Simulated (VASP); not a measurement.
Wanted: the native input for a VASP 6.6.1 run.

- Task: electrostatic potential
- Functional: LDA
- Potentials or basis: VASP PAW LDA potentials, release 64 (Ca_sv, F)
- Cutoff: 520 eV
- k mesh: 10 × 10 × 10
- Occupations: gaussian, width 0.02 eV
- Spin: no spin polarisation
- Further INCAR settings: ALGO = Normal; EDIFF = 1e-06

The structure of CaF2 lies in POSCAR:

```
CaF2                                    
1.0
   -0.0000000000      2.6665981209      2.6665981209
    2.6665981209      0.0000000000      2.6665981209
    2.6665981209      2.6665981209      0.0000000000
  Ca              F             
     1     2
Direct
     0.0000000000000000    0.0000000000000000    0.0000000000000000
     0.2500000000000000    0.2500000000000000    0.2500000000000000
     0.7500000000000000    0.7500000000000000    0.7500000000000000
```

The cell was built by a generator and needn't be a form met in nature.

These files were run (other wordings do the same):

INCAR

```
SYSTEM = CaF2
  PREC = Accurate
  ENCUT = 520
  EDIFF = 1E-6
  ISMEAR = 0
  SIGMA = 0.02
  LREAL = .FALSE.
  LASPH = .TRUE.
  NELM = 80
  ALGO = Normal
  ISIF = 2
  LWAVE = .FALSE.
  LCHARG = .TRUE.
  GGA = CA
  LVHAR = .TRUE.
```

KPOINTS

```
Automatic mesh
0
G
  10 10 10
  0 0 0
```

Potentials or basis: VASP PAW LDA potentials, release 64 (Ca_sv, F).

The run is started by

```console
$ cat potpaw_LDA.64/Ca_sv/POTCAR potpaw_LDA.64/F/POTCAR > POTCAR
$ mpirun -np 1 vasp_std > vasp.out
```

Results of the run:

The pressure is 0.2 GPa and the band gap on the k mesh is 7.33 eV, indirect (least direct gap 7.60 eV).

It took 10 s on 1 thread of Intel(R) Xeon(R) 6975P-C (Granite Rapids), on a shared host, peak memory 0.15 GiB.
